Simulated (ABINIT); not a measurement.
**TePb (Fm-3m): phonons by linear response**

Wanted: phonon bands, density of states and zone-centre response of TePb (Fm-3m).

Method: DFT LDA, scalar-relativistic, plane waves, PseudoDojo norm-conserving pseudopotentials, in ABINIT 10.8.3.

Experimental background.

“Correlated local dipoles in PbTe” (2017, arxiv:1709.02863) reports for PbTe, rocksalt, by single-crystal x-ray diffraction (melt-grown single-crystal fragment, about 42 um across, 125 K): lattice constant a (cubic lattice constant a at 125 K) 6.4397 ± 0.0001 Å.

For PbTe, rock salt (bulk crystal, 5 K), “Lattice Properties of PbX (X = S, Se, Te): Experimental Studies and ab initio Calculations Including Spin-Orbit Effects” (2008, arxiv:0808.3152) quotes earlier work: infrared mode (TO at Gamma) 18 cm⁻¹ [soft, strongly anharmonic mode near a ferroelectric instability].

This is a report of a sequence of runs, with most program output left out.

### Step 1. The structure

The structure is cubic, space group Fm-3m (No. 225). Conventional cell: a = 6.462 Å, b = 6.462 Å, c = 6.462 Å, α = 90.00°, β = 90.00°, γ = 90.00°. Nearest to Te lie 6 Pb at 3.23 Å. Pb has 6 Te at 3.23 Å nearest. Farther neighbours and most contacts between anions are not listed.

### Step 2. A first look

A first run with smearing and empty bands tells whether the crystal has a gap, which decides between fixed occupations and smearing later on.

Contents of probe.abi:

```
# ground state
tolvrs 1.0d-08
prtden 1
prtwf 1

# basis, mesh and filling
ecut 34.0
ngkpt 6 6 6
nshiftk 1
shiftk 0.0 0.0 0.0
istwfk *1
occopt 7
tsmear 0.005
nband 23
nstep 100
diemac 9.0
prtebands 0
prtgsr 0
useylm 1

# cell and atoms
acell 8.634770973 8.634770973 8.634770973
rprim 
    0.0 0.7071067812 0.7071067812
    0.7071067812 0.0 0.7071067812
    0.7071067812 0.7071067812 0.0
ntypat 2
znucl 52 82
natom 2
typat 1 2
xred 
    0.5 0.5 0.5
    0.0 0.0 0.0
pp_dirpath "./pseudo"
pseudos "Te.upf, Pb.upf"
```

The run is started by

```sh
> OMP_NUM_THREADS=1 mpirun -n 4 abinit probe.abi > probe.log
```

Wall time 12 s (4 MPI ranks of Arm Neoverse V2, shared host); 47 s of CPU time.

This step gave:

* volume per atom: 33.73 Å³
* pressure: -1.984 GPa
* gap on the k-mesh: 0.6555 eV

A gap of 0.66 eV opens on this mesh, so the crystal is taken as an insulator; the printed pressure holds the stress of the finite basis too.

### Step 3. Relaxation

The harmonic expansion needs vanishing forces, and a free crystal bears no stress, so cell and atoms are brought to rest. Stress is more sensitive to the basis than forces are: the last 3 Ha under the cutoff are smoothed with ecutsm, and the cutoff is raised above that of the later runs.

Contents of relax.abi:

```
# relaxation
ionmov 2
optcell 2
dilatmx 1.08
ntime 40
tolmxf 1.0d-05
tolvrs 1.0d-14
prtwf 0
prtden 0
chksymtnons 0

# basis, mesh and filling
ecut 42.0
ecutsm 3.0
ngkpt 6 6 6
nshiftk 1
shiftk 0.0 0.0 0.0
istwfk *1
occopt 1
nband 15
nstep 100
diemac 9.0
prtebands 0
prtgsr 0
useylm 1

# cell and atoms
acell 8.634770973 8.634770973 8.634770973
rprim 
    0.0 0.7071067812 0.7071067812
    0.7071067812 0.0 0.7071067812
    0.7071067812 0.7071067812 0.0
ntypat 2
znucl 52 82
natom 2
typat 1 2
xred 
    0.5 0.5 0.5
    0.0 0.0 0.0
pp_dirpath "./pseudo"
pseudos "Te.upf, Pb.upf"
```

The run is started by

```sh
> OMP_NUM_THREADS=1 mpirun -n 4 abinit relax.abi > relax.log
```

The job ended after 93 s (4 MPI ranks; 6.2 min of CPU time).

Relaxation path:

| step | energy less that of the first step (eV) | largest force (eV/Å) | volume (Å³) |
| --- | --- | --- | --- |
| 1 | 0.0000 | 0.0000 | 67.46 |
| 2 | -0.0034 | 0.0000 | 67.11 |
| 3 | -0.0135 | 0.0000 | 64.86 |
| 4 | -0.0135 | 0.0000 | 64.99 |
| 5 | -0.0135 | 0.0000 | 64.98 |

| conventional cell, symmetrised | before | after | change |
| --- | --- | --- | --- |
| a (Å) | 6.462 | 6.382 | -1.2 % |
| b (Å) | 6.462 | 6.382 | -1.2 % |
| c (Å) | 6.462 | 6.382 | -1.2 % |
| volume (Å³/atom) | 33.73 | 32.49 | -3.7 % |

Final coordinates:

```
Te Pb
1.0
     0.00000    3.19096    3.19096
     3.19096    0.00000    3.19096
     3.19096    3.19096    0.00000
Te Pb
1 1
Direct
  0.50000 0.50000 0.50000
  0.00000 0.00000 0.00000
```

Numbers from this step:

```
volume per atom : 32.49 Å³
pressure        : -1.20e-5 GPa
```

The volume changes by -3.7 % in this run and stands -3.7 % from the first cell.

### Step 4. Ground state

The response is built on these wavefunctions, so the potential is converged far more tightly than an energy would need.

gs.abi, as its differences from probe.abi of step 2:

```diff
@@ -1,3 +1,3 @@
 # ground state
-tolvrs 1.0d-08
+tolvrs 1.0d-16
 prtden 1
@@ -11,5 +11,4 @@
 istwfk *1
-occopt 7
-tsmear 0.005
-nband 23
+occopt 1
+nband 15
 nstep 100
@@ -21,3 +20,3 @@
 # cell and atoms
-acell 8.634770973 8.634770973 8.634770973
+acell 8.527775946 8.527775946 8.527775946
 rprim
```

The run is started by

```sh
> OMP_NUM_THREADS=1 mpirun -n 4 abinit gs.abi > gs.log
```

The job ended after 21 s (4 MPI ranks; 84 s of CPU time).

Read from the output:

```yaml
pressure: -0.3052 GPa
```

The cell stands at -0.31 GPa: the relaxation ran with a smoothed and higher cutoff, and the difference is a stress of the finite basis.

### Step 5. Empty bands

Empty bands on the ground state's density check that the gap assumed so far is there in this cell.

Contents of gap.abi:

```
# empty bands on the ground state's density
iscf -2
getden_filepath "gso_DEN"
tolwfr 1.0d-12
nbdbuf 2
prtwf 0

# basis, mesh and filling
ecut 34.0
ngkpt 6 6 6
nshiftk 1
shiftk 0.0 0.0 0.0
istwfk *1
occopt 1
nband 19
nstep 100
diemac 9.0
prtebands 0
prtgsr 0
useylm 1

# cell and atoms
acell 8.527775946 8.527775946 8.527775946
rprim 
    0.0 0.7071067812 0.7071067812
    0.7071067812 0.0 0.7071067812
    0.7071067812 0.7071067812 0.0
ntypat 2
znucl 52 82
natom 2
typat 1 2
xred 
    0.5 0.5 0.5
    0.0 0.0 0.0
pp_dirpath "./pseudo"
pseudos "Te.upf, Pb.upf"
```

The run is started by

```sh
> OMP_NUM_THREADS=1 mpirun -n 4 abinit gap.abi > gap.log
```

Elapsed: 6.3 s, on 4 MPI ranks.

Numbers from this step:

- gap on the k-mesh: 0.5769 eV

In this cell the gap on the mesh is 0.58 eV, direct, so fixed occupations hold.

### Step 6. Zone-centre response

The derivative of the wavefunctions by k comes first, since the response to a field is built on it; then the field and the displacements that symmetry doesn't supply are solved at q = 0.

It reads the wavefunctions written in step 4.

Contents of dfpt_gamma.abi:

```
ndtset 2

# common to the responses
getwfk_filepath "gso_WFK"
kptopt 2
nqpt 1
qpt 0.0 0.0 0.0
asr 0
chneut 0

# d/dk
rfelfd1 2
rfdir1 1 1 1
iscf1 -3
tolwfr1 1.0d-20

# displacements, field
rfphon2 1
rfatpol2 1 2
rfdir2 1 1 1
rfelfd2 3
getddk2 1
tolvrs2 1.0d-10
prtwf2 0

# basis, mesh and filling
ecut 34.0
ngkpt 6 6 6
nshiftk 1
shiftk 0.0 0.0 0.0
istwfk *1
occopt 1
nband 15
nstep 100
diemac 9.0
prtebands 0
prtgsr 0
useylm 1

# cell and atoms
acell 8.527775946 8.527775946 8.527775946
rprim 
    0.0 0.7071067812 0.7071067812
    0.7071067812 0.0 0.7071067812
    0.7071067812 0.7071067812 0.0
ntypat 2
znucl 52 82
natom 2
typat 1 2
xred 
    0.5 0.5 0.5
    0.0 0.0 0.0
pp_dirpath "./pseudo"
pseudos "Te.upf, Pb.upf"
```

The run is started by

```sh
> OMP_NUM_THREADS=1 mpirun -n 4 abinit dfpt_gamma.abi > dfpt_gamma.log
```

Elapsed: 7.5 min, on 4 MPI ranks.

This step gave:

```yaml
miss_of_the_charge_sum_rule: 0.04600 e
largest_acoustic_frequency_at_the_zone_centre_before_the_sum_rule: 0.3 cm⁻¹
highest_optical_zone_centre_mode_no_lo_to_term: 36.2 cm⁻¹
lowest_optical_zone_centre_mode: 36.2 cm⁻¹
mean_high_frequency_dielectric_constant: 36.33
largest_born_charge_in_size_third_of_the_trace: 5.673 e
```

Born charge (rows field, columns displacement), before the sum rule (e), principal values of the symmetric part by kind of site:

| atom | atoms with these values | low | middle | high | mean |
| --- | --- | --- | --- | --- | --- |
| Te1 | 1 | -5.67 | -5.67 | -5.67 | -5.67 |
| Pb2 | 1 | 5.63 | 5.63 | 5.63 | 5.63 |

In full for Te1:

```
-5.67  0.00  0.00
 0.00 -5.67  0.00
 0.00  0.00 -5.67
```

High-frequency dielectric tensor:

```
36.33  0.00  0.00
 0.00 36.33  0.00
 0.00  0.00 36.33
```

The acoustic modes at Γ come out as far as 0.3 cm⁻¹ from zero, where they should vanish, a small numerical error; the Born charges miss their sum rule by 0.046 e, which is fair.

### Step 7. Zone-centre analysis

anaddb reads the merged derivatives, imposes the acoustic sum rule and charge neutrality, and adds the LO-TO term along chosen directions.

Contents of anaddb.abi:

```
ddb_filepath "gamma_DDB"
output_file "anaddb.abo"
outdata_prefix "anaddb"
asr 1
chneut 1
enunit 2
eivec 1
nph1l 1
qph1l 0.0 0.0 0.0 1.0
dieflag 1
nph2l 3
qph2l 
    1.0 0.0 0.0 0.0
    0.0 0.0 1.0 0.0
    1.0 1.0 1.0 0.0
```

Contents of mrgddb.in:

```
gamma_DDB
merged
2
dfpt_gammao_DS2_DDB
gso_DDB
```

The run is started by

```sh
> mrgddb < mrgddb.in > mrgddb.log
> OMP_NUM_THREADS=1 anaddb anaddb.abi > anaddb.log
```

Wall time 0.52 s (1 thread).

Numbers from this step:

```yaml
highest_optical_zone_centre_mode_no_lo_to_term: 36.19 cm⁻¹
lowest_optical_zone_centre_mode: 36.19 cm⁻¹
mean_static_dielectric_constant: 270.0
highest_mode_moved_by_the_lo_to_term: 98.67 cm⁻¹
```

No LO-TO term; unit eigenvectors of the mass-weighted matrix, from anaddb's displacements. Modes at Γ, with each element's share of the kinetic energy:

| mode | frequency (cm⁻¹) | symmetry | Te % | Pb % |
| --- | --- | --- | --- | --- |
| 1 | 0.0 | acoustic | 38 | 62 |
| 2 | 0.0 | acoustic | 38 | 62 |
| 3 | 0.0 | acoustic | 38 | 62 |
| 4 | 36.2 | T1u | 62 | 38 |
| 5 | 36.2 | T1u | 62 | 38 |
| 6 | 36.2 | T1u | 62 | 38 |

Displacements in mode 4 (36.2 cm⁻¹), the largest set to 1:
```
Te1  0.00  0.00 -1.00
Pb2  0.00  0.00  0.62
```

Trace of the oscillator strength, degenerate modes summed. Infrared lines, with heights relative to the strongest:

| position (cm⁻¹) | lines merged | IR intensity, relative |
| --- | --- | --- |
| 36 | 3 | 100 |

Static dielectric tensor (ions relaxed, fixed cell):

```
270.0   0.0   0.0
  0.0 270.0   0.0
  0.0   0.0 270.0
```

The rule moves no optical mode by more than 0.1 cm⁻¹.

### Step 8. Sum rules set otherwise (asr 0)

Without the rule the raw error of the acoustic modes shows.

anaddb.abi, as its differences from that of step 7:

```diff
@@ -3,4 +3,4 @@
 outdata_prefix "anaddb"
-asr 1
-chneut 1
+asr 0
+chneut 0
 enunit 2
```

mrgddb.in is that of step 7.

Elapsed: 0.51 s, on 1 thread.

Numbers from this step:

- highest optical zone-centre mode (no LO-TO term): 36.2 cm⁻¹
- lowest optical zone-centre mode: 36.2 cm⁻¹
- mean static dielectric constant: 270.4

Zone-centre frequencies as printed; negative means imaginary. Modes:

| mode | frequency (cm⁻¹) |
| --- | --- |
| 1 | 0.3 |
| 2 | 0.3 |
| 3 | 0.3 |
| 4 | 36.2 |
| 5 | 36.2 |
| 6 | 36.2 |

### Step 9. Linear response on the mesh

Linear response treats each wavevector in the unit cell, with no supercell; the 2×2×2 mesh fixes the range of the force constants to be had.

Contents of dfpt_q.abi:

```
ndtset 2

# wavevectors
qpt1 0.5 0.0 0.0
qpt2 0.5 0.5 0.0

# displacements
getwfk_filepath "gso_WFK"
getwfq_filepath "gso_WFK"
kptopt 3
nqpt 1
rfphon 1
rfatpol 1 2
rfdir 1 1 1
tolvrs 1.0d-10
prtwf 0

# basis, mesh and filling
ecut 34.0
ngkpt 6 6 6
nshiftk 1
shiftk 0.0 0.0 0.0
istwfk *1
occopt 1
nband 15
nstep 100
diemac 9.0
prtebands 0
prtgsr 0
useylm 1

# cell and atoms
acell 8.527775946 8.527775946 8.527775946
rprim 
    0.0 0.7071067812 0.7071067812
    0.7071067812 0.0 0.7071067812
    0.7071067812 0.7071067812 0.0
ntypat 2
znucl 52 82
natom 2
typat 1 2
xred 
    0.5 0.5 0.5
    0.0 0.0 0.0
pp_dirpath "./pseudo"
pseudos "Te.upf, Pb.upf"
```

The run is started by

```sh
> OMP_NUM_THREADS=1 mpirun -n 4 abinit dfpt_q.abi > dfpt_q.log
```

Run time: 9.7 min. Hardware: 4 MPI ranks.

This step gave:

```
lowest mode on the q mesh (acoustic ones at the zone centre apart) : 23.94 cm⁻¹
```

Frequencies (cm⁻¹) before the sum rule at the irreducible wavevectors but Γ, which is solved apart; negative means imaginary. Frequencies by wavevector:

| q (fractions) | star | mode 1 | mode 2 | mode 3 | mode 4 | mode 5 | mode 6 |
| --- | --- | --- | --- | --- | --- | --- | --- |
| 0.5 0 0 | 4 | 59.69 | 59.69 | 92.75 | 100.4 | 100.4 | 109.2 |
| 0.5 0.5 0 | 3 | 23.94 | 23.94 | 30.7 | 76.04 | 76.04 | 82.86 |

### Step 10. Dispersion

anaddb transforms the dynamical matrices to force constants, with the dipole-dipole part treated apart, and back along the path; points of the mesh come back as solved, but for the sum rule and, in polar crystals, the LO-TO term at Γ; the rest is interpolation.

Contents of anaddb.abi:

```
ddb_filepath "all_DDB"
output_file "anaddb.abo"
outdata_prefix "anaddb"
ifcflag 1
ngqpt 2 2 2
nqshft 1
q1shft 0.0 0.0 0.0
asr 1
chneut 1
dipdip 1
dipquad 0
quadquad 0
enunit 0
eivec 0
nph1l 62
qph1l 
    5.0d-06 0.0 5.0d-06 1.0
    0.05 0.0 0.05 1.0
    0.1 0.0 0.1 1.0
    0.15 0.0 0.15 1.0
    0.2 0.0 0.2 1.0
    0.25 0.0 0.25 1.0
    0.3 0.0 0.3 1.0
    0.35 0.0 0.35 1.0
    0.4 0.0 0.4 1.0
    0.45 0.0 0.45 1.0
    0.5 0.0 0.5 1.0
    0.5125 0.025 0.5125 1.0
    0.525 0.05 0.525 1.0
    0.5375 0.075 0.5375 1.0
    0.55 0.1 0.55 1.0
    0.5625 0.125 0.5625 1.0
    0.575 0.15 0.575 1.0
    0.5875 0.175 0.5875 1.0
    0.6 0.2 0.6 1.0
    0.6125 0.225 0.6125 1.0
    0.625 0.25 0.625 1.0
    0.375 0.375 0.75 1.0
    0.3375 0.3375 0.675 1.0
    0.3 0.3 0.6 1.0
    0.2625 0.2625 0.525 1.0
    0.225 0.225 0.45 1.0
    0.1875 0.1875 0.375 1.0
    0.15 0.15 0.3 1.0
    0.1125 0.1125 0.225 1.0
    0.075 0.075 0.15 1.0
    0.0375 0.0375 0.075 1.0
    5.0d-06 5.0d-06 5.0d-06 1.0
    0.05 0.05 0.05 1.0
    0.1 0.1 0.1 1.0
    0.15 0.15 0.15 1.0
    0.2 0.2 0.2 1.0
    0.25 0.25 0.25 1.0
    0.3 0.3 0.3 1.0
    0.35 0.35 0.35 1.0
    0.4 0.4 0.4 1.0
    0.45 0.45 0.45 1.0
    0.5 0.5 0.5 1.0
    0.5 0.475 0.525 1.0
    0.5 0.45 0.55 1.0
    0.5 0.425 0.575 1.0
    0.5 0.4 0.6 1.0
    0.5 0.375 0.625 1.0
    0.5 0.35 0.65 1.0
    0.5 0.325 0.675 1.0
    0.5 0.3 0.7 1.0
    0.5 0.275 0.725 1.0
    0.5 0.25 0.75 1.0
    0.5 0.225 0.725 1.0
    0.5 0.2 0.7 1.0
    0.5 0.175 0.675 1.0
    0.5 0.15 0.65 1.0
    0.5 0.125 0.625 1.0
    0.5 0.1 0.6 1.0
    0.5 0.075 0.575 1.0
    0.5 0.05 0.55 1.0
    0.5 0.025 0.525 1.0
    0.5 0.0 0.5 1.0
```

Contents of mrgddb.in:

```
all_DDB
merged
3
dfpt_gammao_DS2_DDB
dfpt_qo_DS1_DDB
dfpt_qo_DS2_DDB
```

The run is started by

```sh
> mrgddb < mrgddb.in > mrgddb.log
> OMP_NUM_THREADS=1 anaddb anaddb.abi > anaddb.log
```

Wall time 1.2 s (1 thread).

This step gave:

```yaml
lowest_frequency_on_the_path: 0 cm⁻¹
```

Anaddb, dipole-dipole term. The phonon branches at the labelled points (cm⁻¹):

| point | branch 1 | branch 2 | branch 3 | branch 4 | branch 5 | branch 6 |
| --- | --- | --- | --- | --- | --- | --- |
| Γ | 0 | 0 | 0 | 36 | 36 | 99 |
| halfway | 40 | 40 | 61 | 74 | 74 | 91 |
| X | 24 | 24 | 31 | 76 | 76 | 83 |
| halfway | 30 | 36 | 36 | 79 | 80 | 86 |
| U | 39 | 45 | 57 | 86 | 87 | 91 |
| jump to K | 39 | 45 | 57 | 86 | 87 | 91 |
| halfway | 44 | 50 | 69 | 81 | 84 | 102 |
| Γ | 0 | 0 | 0 | 36 | 36 | 99 |
| halfway | 44 | 44 | 63 | 74 | 74 | 106 |
| L | 60 | 60 | 93 | 100 | 100 | 109 |
| halfway | 51 | 54 | 77 | 93 | 96 | 99 |
| W | 44 | 44 | 54 | 84 | 91 | 91 |
| halfway | 35 | 38 | 42 | 80 | 83 | 87 |
| X | 24 | 24 | 31 | 76 | 76 | 83 |

All branches are real along the path.

### Step 11. Density of states

Sums over the zone need many more wavevectors than were solved, so the interpolation is sampled on a dense mesh.

Contents of anaddb.abi:

```
ddb_filepath "all_DDB"
output_file "anaddb.abo"
outdata_prefix "anaddb"
ifcflag 1
ngqpt 2 2 2
nqshft 1
q1shft 0.0 0.0 0.0
asr 1
chneut 1
dipdip 1
dipquad 0
quadquad 0
prtdos 2
ng2qpt 12 12 12
dosdeltae 4.5563e-06
ntemper 11
temperinc 100.0
tempermin 0.0
```

The run is started by

```sh
> OMP_NUM_THREADS=1 anaddb anaddb.abi > anaddb.log
```

Wall time 5.1 s (1 thread).

Numbers from this step:

```
share of modes beyond 3i cm⁻¹ on the dense interpolated mesh : 0
zero-point energy per atom                                   : 13.2 meV
heat capacity at 300 K                                       : 24.68 J/(mol atoms K)
vibrational entropy at 300 K                                 : 53.26 J/(mol atoms K)
```

Tetrahedra. Phonon density of states against wavenumber; read off at these points:

wavenumber (cm⁻¹), phonon density of states (1/cm⁻¹/cell) and a bar:
```
      0.0      0.000 
     10.0      0.000 
     20.0      0.002 
     30.0      0.011 ##
     40.0      0.062 ###########
     47.0      0.144 ##########################
     50.0      0.115 #####################
     60.0      0.034 ######
     70.0      0.043 ########
     80.0      0.078 ##############
     90.0      0.163 ##############################
    100.0      0.070 #############
    110.0      0.000
```

Harmonic thermodynamic functions per atom, summed over the density of states scaled to three modes an atom; melting is ignored. Thermodynamic functions:

| T (K) | F_vib (meV/atom) | S (J/mol-atom/K) | C_V (J/mol-atom/K) |
| --- | --- | --- | --- |
| 0 | 13.2 | 0 | 0 |
| 50 | 10.9 | 12.58 | 17.68 |
| 100 | 0.4 | 26.87 | 22.74 |
| 200 | -36.85 | 43.31 | 24.36 |
| 300 | -87.23 | 53.26 | 24.68 |
| 400 | -146.3 | 60.38 | 24.8 |
| 500 | -211.8 | 65.92 | 24.85 |
| 600 | -282.6 | 70.45 | 24.88 |
| 700 | -357.6 | 74.29 | 24.89 |
| 800 | -436.4 | 77.61 | 24.91 |
| 900 | -518.4 | 80.55 | 24.91 |
| 1000 | -603.2 | 83.17 | 24.92 |

At 300 K the heat capacity has reached 99 % of the Dulong-Petit value.

### Step 12. Results

```yaml
space_group_after_relaxation: Fm-3m
volume_per_atom: 32.5 Å³
highest_optical_zone_centre_mode_no_lo_to_term: 36.2 cm⁻¹
highest_mode_moved_by_the_lo_to_term: 98.7 cm⁻¹
mean_high_frequency_dielectric_constant: 36.3
largest_born_charge_in_size_third_of_the_trace: 5.67 e
mean_static_dielectric_constant: 270.0
q_mesh: 2×2×2
lowest_mode_on_the_q_mesh_acoustic_ones_at_the_zone_centre_apart: 23.9 cm⁻¹
zero_point_energy_per_atom: 13.2 meV
heat_capacity_at_300_k: 24.7 J/(mol atoms K)
vibrational_entropy_at_300_k: 53.3 J/(mol atoms K)
imaginary_modes_on_the_q_mesh: none
```

**Reading.** TePb (Fm-3m) is dynamically stable on the 2×2×2 mesh; its spectrum reaches 109 cm⁻¹. At the LDA level the optical modes of TePb (Fm-3m) at the zone centre (no LO-TO term) lie at 36 cm⁻¹. The base run prints -0.31 GPa, mostly the error of a finite basis; the relaxation, with a smoothed and higher cutoff, had brought the cell to rest. Along the directions run, the highest mode that the macroscopic field moves lies at 99 cm⁻¹. Lattice motion raises the mean dielectric constant from 36.33 to 270.0. The Born charge of Te is -5.673 e against a formal charge of -2: displacements drive charge along the bonds, a mark of mixed ionic and covalent bonding and of large LO-TO splittings. The Lyddane-Sachs-Teller relation holds: (ωLO/ωTO)² is 7.43 and ε₀/ε∞ is 7.43. These are harmonic frequencies at zero temperature: anharmonic shifts and linewidths and thermal expansion are left out. Spin-orbit coupling is left out, which can matter for the heavy elements here.

Computed beside measured:

| quantity | measured | LDA PseudoDojo norm-conserving, ABINIT |
| --- | --- | --- |
| lattice constant a (Å) | 6.4397 | 6.382 (-0.9 %) |
| infrared mode, TO at Gamma (cm⁻¹) | 18 | 36 (+101.1 %) |

Measured values from arxiv:1709.02863 (2017) and arxiv:0808.3152 (2008).

How well it matches: The lattice constant a is off by -0.9 %: fair agreement. The infrared mode is off by +101.1 %: a clear miss. The grades are ours: good and fair within 0.7 and 1.5 % for the lattice constant a and 3 and 7 % for the infrared mode. For lattice constants and infrared mode the calculation has a static lattice, without zero-point motion or thermal expansion (measured at up to 125 K).

[Host names and launcher messages were left out of these logs when they were recorded.]

[Logs are printed without paths, hosts, clocks, repeated set-up lines and the standing remarks that a program may print on its own settings, such as how far it seeks lower states.]

[Hosts, paths, dates, database ids (printed as entryN), source tags and the programs' standing remarks are cut or masked in the printed files.]
